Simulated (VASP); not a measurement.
# Al2O3 (Corundum) (R-3c) in VASP: a series of runs, part 2 of 2

VASP 6.6.1. The steps go on from the part before.

### Step 4. Single point, LDA

INCAR reads:

```
SYSTEM = Al2O3
PREC = Accurate
ENCUT = 280
EDIFF = 1E-7
ISMEAR = 0
SIGMA = 0.05
LREAL = .FALSE.
LASPH = .TRUE.
NELM = 100
ALGO = Normal
ISIF = 2
LWAVE = .FALSE.
LCHARG = .FALSE.
NBANDS = 35
ADDGRID = .FALSE.
```

KPOINTS reads:

```
regular mesh
0
G
  2 2 2
  0 0 0
```

POSCAR reads:

```
Al2O3
1.0
    2.3802500000      1.3742379782      4.3318666667
   -2.3802500000      1.3742379782      4.3318666667
    0.0000000000     -2.7484759565      4.3318666667
Al O
4 6
Direct
    0.8521600000      0.8521600000      0.8521600000
    0.6478400000      0.6478400000      0.6478400000
    0.1478400000      0.1478400000      0.1478400000
    0.3521600000      0.3521600000      0.3521600000
    0.0566800000      0.7500000000      0.4433200000
    0.7500000000      0.4433200000      0.0566800000
    0.4433200000      0.0566800000      0.7500000000
    0.9433200000      0.2500000000      0.5566800000
    0.2500000000      0.5566800000      0.9433200000
    0.5566800000      0.9433200000      0.2500000000
```

Potentials or basis: VASP PAW LDA potentials, release 64 (Al, O).

Run with:

```console
$ cat potpaw_LDA.64/Al/POTCAR potpaw_LDA.64/O/POTCAR > POTCAR
$ mpirun -np 1 vasp_std > vasp.out
```

OUTCAR:

```text
SYSTEM = Al2O3
   PREC = Accurate
   ENCUT = 280
   EDIFF = 1E-7
   ISMEAR = 0
   LREAL = .FALSE.
   LASPH = .TRUE.
   NELM = 100
   ISIF = 2

 Found      4 irreducible k-points:

 Following reciprocal coordinates:
            Coordinates               Weight
  0.000000  0.000000  0.000000      1.000000
  0.500000  0.000000 -0.000000      3.000000
  0.500000  0.500000 -0.000000      3.000000
  0.500000  0.500000  0.500000      1.000000
   k-points           NKPTS =      4   k-points in BZ     NKDIM =      4   number of bands    NBANDS=     35
   number of dos      NEDOS =    301   number of ions     NIONS =     10
   total plane-waves  NPLWV =  21952
   dimension x,y,z NGX =    28 NGY =   28 NGZ =   28
   dimension x,y,z NGXF=    56 NGYF=   56 NGZF=   56
   ions per type =               4   6
   NGX,Y,Z   is equivalent  to a cutoff of   9.07,  9.07,  9.07 a.u.
   NGXF,Y,Z  is equivalent  to a cutoff of  18.15, 18.15, 18.15 a.u.
 SYSTEM =  Al2O3
   PREC   = accura    normal or accurate (medium, high low for compatibility)
   ISTART =      0    job   : 0-new  1-cont  2-samecut
   ICHARG =      2    charge: 1-file 2-atom 10-const
   ISPIN  =      1    spin polarized calculation?
   LNONCOLLINEAR =      F non collinear calculations
   LSORBIT =      F    spin-orbit coupling
   LASPH  =      T    aspherical Exc in radial PAW
   ENCUT  =  280.0 eV  20.58 Ry    4.54 a.u.   7.00  7.00  7.00*2*pi/ulx,y,z
   NELM   =    100;   NELMIN=  2; NELMDL= -5     # of ELM steps
   EDIFF  = 0.1E-06   stopping-criterion for ELM
   LREAL  =      F    real-space projection
   EDIFFG = 0.1E-05   stopping-criterion for IOM
   NSW    =      0    number of steps for IOM
   IBRION =     -1    ionic relax: 0-MD 1-quasi-New 2-CG
   NFREE  =      0    steps in history (QN), initial steepest desc. (CG)
   ISIF   =      2    stress and relaxation
   ISYM   =      2    0-nonsym 1-usesym 2-fastsym
   POTIM  = 0.5000    time-step for ionic-motion
   TEBEG  =    0.0;   TEEND  =   0.0 temperature during run
   PSTRESS=    0.0 pullay stress
   NELECT =      48.0000    total number of electrons
   NUPDOWN=      -1.0000    fix difference up-down
   EMIN   =  10.00;   EMAX   =-10.00  energy-range for DOS
   EFERMI =   0.00;   METHOD = LEGACY
   ISMEAR =     0;   SIGMA  =   0.05  broadening in eV -4-tet -1-fermi 0-gaus
   EFERMI_NEDOS =   21; number of points for ismear=-14 and -15
   IALGO  =     38    algorithm
   IMIX   =      4    mixing-type and parameters
     AMIX     =   0.40;   BMIX     =  1.00
     AMIX_MAG =   1.60;   BMIX_MAG =  1.00
  volume/ion in A,a.u.               =       8.50        57.37
  Fermi-wavevector in a.u.,A,eV,Ry     =   1.353064  2.556920 24.909299  1.830782
  Thomas-Fermi vector in A             =   2.480350
   LORBIT       =      0    0 simple, 1 ext, 2 COOP (PROOUT), +10 PAW based schemes
   GGA     = CA    functional components
   LHFCALC =     F    Hartree Fock is set to
   AEXX    =    0.0000 exact exchange contribution
   IVDW    =     0    specifies the selected vdW correction
   LEPSILON=     F    determine dielectric tensor
   LRPA    =     F    only Hartree local field effects (RPA)
 non-spin polarized calculation
 Gauss-broadening in eV      SIGMA  =   0.05
  energy-cutoff  :      280.00
  volume of cell :       85.02
 maximum number of plane-waves:       917
 NGX is ok and might be reduce to    28
   NGX = 13   NGY = 13   NGZ = 13

 number of electron      48.0000068 magnetization

 Free energy of the ion-electron system (eV)
  ---------------------------------------------------
  ext. energy  EPLUGINS =         0.00000000
  ---------------------------------------------------
  free energy    TOTEN  =       -83.91848817 eV

  energy without entropy =      -83.91848817  energy(sigma->0) =      -83.91848817

 E-fermi :   5.9872     XC(G=0): -12.1667

 val. band max:        5.7466682002   @ k =   0.0000   0.0000   0.0000
 cond. band min:      11.8274609690   @ k =   0.0000   0.0000   0.0000
 fundamental gap:      6.0807927688
 Fermi energy:         5.9872008715

 k-point     1 :       0.0000    0.0000    0.0000
  band No.  band energies     occupation
      1     -13.3873      2.00000
      2     -10.9910      2.00000
      3     -10.7254      2.00000
      4     -10.7254      2.00000
      5     -10.4066      2.00000
      6     -10.4066      2.00000
[... 27 lines left out ...]
     34      19.3405      0.00000
     35      20.3785      0.00000

 k-point     2 :       0.5000    0.0000   -0.0000
  band No.  band energies     occupation
      1     -12.2141      2.00000
      2     -12.2141      2.00000
      3     -10.7352      2.00000
      4     -10.7352      2.00000
      5     -10.5995      2.00000
      6     -10.5995      2.00000
[... 27 lines left out ...]
     34      18.4586      0.00000
     35      18.8318      0.00000

 k-point     3 :       0.5000    0.5000   -0.0000
  band No.  band energies     occupation
      1     -12.1900      2.00000
      2     -11.5274      2.00000
      3     -11.2879      2.00000
      4     -11.1072      2.00000
      5     -10.8475      2.00000
      6     -10.3485      2.00000
[... 27 lines left out ...]
     34      18.6910      0.00000
     35      18.9532      0.00000

 k-point     4 :       0.5000    0.5000    0.5000
  band No.  band energies     occupation
      1     -12.3695      2.00000
      2     -12.3695      2.00000
      3     -10.5779      2.00000
      4     -10.5779      2.00000
      5     -10.5779      2.00000
      6     -10.5779      2.00000
[... 27 lines left out ...]
     34      18.3929      0.00000
     35      20.1878      0.00000

------------------------ aborting loop because EDIFF is reached ----------------------------------------

  FORCE on cell =-STRESS in cart. coord.  units (eV):
  Direction    XX          YY          ZZ          XY          YZ          ZX
  --------------------------------------------------------------------------------------
  -------------------------------------------------------------------------------------
  Total      -40.3510538    -40.3510538    -42.0771333      0.0000000      0.0000000      0.0000000
  in kB     -760.4218930   -760.4218930   -792.9501295      0.0000000      0.0000000      0.0000000
  external PRESSURE =    -771.2646385 kB  Pullay stress =       0.0000000 kB

 VOLUME and BASIS-vectors are now :
 -----------------------------------------------------------------------------
  energy-cutoff  :      280.00
  volume of cell :       85.02
      direct lattice vectors                 reciprocal lattice vectors
     2.380250000  1.374237978  4.331866667     0.210061968  0.121279334  0.076949121
    -2.380250000  1.374237978  4.331866667    -0.210061968  0.121279334  0.076949121
     0.000000000 -2.748475957  4.331866667     0.000000000 -0.242558668  0.076949121

 POSITION                                       TOTAL-FORCE (eV/Angst)
 -----------------------------------------------------------------------------------
      0.00000     -0.00000     11.07433         0.000000      0.000000     -0.004799
      0.00000     -0.00000      8.41907         0.000000     -0.000000      0.004799
      0.00000     -0.00000      1.92127         0.000000     -0.000000      0.004799
      0.00000     -0.00000      4.57653         0.000000      0.000000     -0.004799
     -1.65027     -0.10988      5.41483        -0.007359     -0.012746      0.000000
      0.72998      1.48412      5.41483        -0.007359      0.012746      0.000000
      0.92030     -1.37424      5.41483         0.014718     -0.000000     -0.000000
      1.65027      0.10988      7.58077         0.007359      0.012746      0.000000
     -0.72998     -1.48412      7.58077         0.007359     -0.012746      0.000000
     -0.92030      1.37424      7.58077        -0.014718     -0.000000     -0.000000
 -----------------------------------------------------------------------------------
    total drift:                               -0.000000      0.000000     -0.000000

  FREE ENERGIE OF THE ION-ELECTRON SYSTEM (eV)
  ---------------------------------------------------
  free  energy   TOTEN  =       -83.9184881675 eV

  energy  without entropy=      -83.9184881675  energy(sigma->0) =      -83.91848817
```

Run time: 11 s. Hardware: 1 thread of AMD EPYC 7R43 (Zen 3), shared host; peak memory 0.09 GiB.

The run converged, but a check on its numbers failed (symmetry, net force, bounds or a known fault of this set-up), so they aren't taken as properties of the crystal.

Caveat: the k mesh is coarse (spacing up to 0.80 Å⁻¹), so the values aren't converged; the cutoff lies under the usual one of these potentials, so the numbers hold a large basis-set error; a pressure of tens of GPa on the cell as given is suspect, and the run, the potentials or the cell itself is likely at fault.

### Step 5. Single point, LDA

Edit INCAR of step 4 so:

```diff
@@ -2,3 +2,3 @@
 PREC = Accurate
-ENCUT = 280
+ENCUT = 460
 EDIFF = 1E-7
```

KPOINTS is that of step 4.

POSCAR is that of step 4.

Run with:

```console
$ cat potpaw_LDA.64/Al/POTCAR potpaw_LDA.64/O/POTCAR > POTCAR
$ mpirun -np 1 vasp_std > vasp.out
```

Run time: 19 s. Hardware: 1 thread of AMD EPYC 7R43 (Zen 3), shared host; peak memory 0.12 GiB.

The run converged, but some of its settings lie outside the range that counts as converged, so its numbers aren't taken as properties of the crystal.

Results:

- Free energy: -83.0563 eV
- Pressure: -5.4 GPa
- Largest force: 0.087 eV/Å
- Band gap on the k mesh: 6.16 eV, direct

Caveat: the k mesh is coarse (spacing up to 0.80 Å⁻¹), so the values aren't converged; the cutoff is under 1.25 times the usual one of these potentials, so pressure, stress and relaxed cells hold a basis-set (Pulay) error.

### Step 6. For comparison

An earlier run on the cell as given: functional PBE; potentials or basis VASP PAW PBE potentials, release 64 (Al, O); cutoff 520 eV; k mesh 7 × 7 × 7; occupations fermi-dirac, width 0.05 eV; no spin polarisation.

- Pressure: 7.2 GPa
- Largest force: 0.027 eV/Å
- Band gap on the k mesh: 6.22 eV, direct
